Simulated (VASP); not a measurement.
Wanted: the native input for a VASP 6.6.1 run.

```
Task                   : relaxation of cell and atoms
Functional             : RPBE
Potentials or basis    : VASP PAW PBE potentials, release 64 (V_sv)
Cutoff                 : 600 eV
k mesh                 : 13 × 13 × 13
Occupations            : fermi-dirac, width 0.1 eV
Spin                   : no spin polarisation
Dipole correction      : no
Further INCAR settings : ALGO = Fast; EDIFF = 1e-07; IBRION = 2; EDIFFG = -0.01; NSW = 80; ISIF = 3
```

The structure of V lies in POSCAR:

```
V
1.0
    2.4625196618      0.0000000000      0.0000000000
    0.0000000000      2.4625196618      0.0000000000
    0.0000000000      0.0000000000      2.4625196618
V
1
Direct
    0.0000000000      0.0000000000      0.0000000000
```

The cell was built by a generator and needn't be a form met in nature.

The input as run:

INCAR

```
  PREC = Accurate
  ENCUT = 600
  EDIFF = 1E-7
  ISMEAR = -1
  SIGMA = 0.1
  LREAL = False
  LASPH = True
  NELM = 100
  ALGO = Fast
  ISIF = 3
  LWAVE = False
  LCHARG = False
  GGA = RP
  IBRION = 2
  NSW = 80
  EDIFFG = -0.01
```

KPOINTS

```
regular mesh
0
Gamma
  13 13 13
```

Potentials or basis: VASP PAW PBE potentials, release 64 (V_sv).

Command:

```console
$ cat potpaw_PBE.64/V_sv/POTCAR > POTCAR
$ mpirun -np 1 vasp_std > vasp.out
```

Results of the run:

| Quantity | Value |
| --- | --- |
| Relaxed volume | 15.10 Å³/atom |
| Relaxed cell | a = 2.472 Å, b = 2.472 Å, c = 2.472 Å, α = 90.00°, β = 90.00°, γ = 90.00° |
| Space group after relaxing (to 0.05 Å) | Pm-3m (No. 221) |
| Energy gained by relaxing | 0.8 meV/atom |
| Ionic steps | 3 |
| Pressure after relaxing | 0.0 GPa |
| Band gap on the k mesh | none (metal or under the smearing width) |

Caveat: the PAW data sets were made with another functional, which shifts forces and pressure a little.

Wall time 28 s on 1 thread of Intel(R) Xeon(R) Platinum 8259CL CPU @ 2.50GHz (Skylake/Cascade Lake) (shared host), peak memory 0.13 GiB.
